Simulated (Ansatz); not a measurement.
Re (simple cubic): energy against volume

These are results of DFT, PBE, plane waves (420 eV) with PAW, scalar-relativistic (Ansatz 0.2.0), not measurements.

The cell is scaled uniformly from the relaxed one, with fractional coordinates and shape fixed. Energies are extrapolated to zero smearing, pressures are those at the given smearing. Magnetic state: spin not included.

A Birch-Murnaghan fit gives V₀ = 17.13 Å³/atom, B₀ = 261 GPa, B₀′ = 4.4.

Question: What are the energy above the minimum and the pressure at 16.496 Å³/atom?

Answer: 20.3 meV/atom and 10.94 GPa as computed.

Question: What are the energy above the minimum and the pressure at 17.871 Å³/atom?

Answer: 24.2 meV/atom and -9.83 GPa as computed.

Question: What are the energy above the minimum and the pressure at 18.558 Å³/atom?

Answer: 84.0 meV/atom and -17.27 GPa as computed.
